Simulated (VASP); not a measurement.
# Zr3B5: single point with PBE

The system is Zr3B5.

```xyz
8
Lattice="4.8011 0.0000 0.0000 0.0000 4.8011 0.0000 0.0000 0.0000 4.8011" Properties=species:S:1:pos:R:3 pbc="T T T"
Zr    2.4005    0.0000    0.0000
Zr    0.0000    2.4005    0.0000
Zr    0.0000    0.0000    2.4005
B     0.0000    2.4005    2.4005
B     2.4005    0.0000    2.4005
B     2.4005    2.4005    0.0000
B     2.4005    2.4005    2.4005
B     0.0000    0.0000    0.0000
```

The cell was built by a generator and needn't be a form met in nature.

The cell isn't the ideal one: random cell by space group and Wyckoff sites (Pm-3m, No. 221).

```json
{
 "Program": "VASP 6.6.1",
 "Task": "single point",
 "Functional": "PBE",
 "Potentials or basis": "VASP PAW PBE potentials, release 64 (Zr_sv, B)",
 "Cutoff": "520 eV",
 "k mesh": "4 × 4 × 4",
 "Occupations": "gaussian, width 0.1 eV",
 "Spin": "no spin polarisation"
}
```

The pressure is 0.4 GPa and the band gap on the k mesh is none (metal or under the smearing width).

Levels at points of the mesh, in eV from the Fermi level:
| k point | band 21 | band 22 | band 23 | band 24 | band 25 | band 26 | band 27 | band 28 | band 29 | band 30 |
| --- | --- | --- | --- | --- | --- | --- | --- | --- | --- | --- |
| (0.00, 0.00, 0.00) | -0.43 | -0.43 | -0.43 | 0.95 | 0.95 | 0.95 | 1.95 | 1.95 | 1.95 | 2.70 |
| (0.50, 0.00, 0.00) | -1.33 | -1.23 | -0.67 | -0.67 | 0.00 | 0.60 | 0.60 | 1.83 | 1.91 | 1.91 |
| (0.50, 0.50, 0.00) | -1.96 | -1.27 | -1.12 | -1.12 | -1.02 | -0.37 | -0.37 | 2.21 | 2.80 | 3.26 |
| (0.50, 0.50, 0.50) | -1.68 | -1.68 | -1.68 | -1.07 | -1.07 | -1.07 | 1.47 | 1.47 | 1.79 | 3.46 |

Run time: 18 s on 1 thread of Intel(R) Xeon(R) 6975P-C (Granite Rapids), with other jobs on the host, peak memory 0.2 GiB.
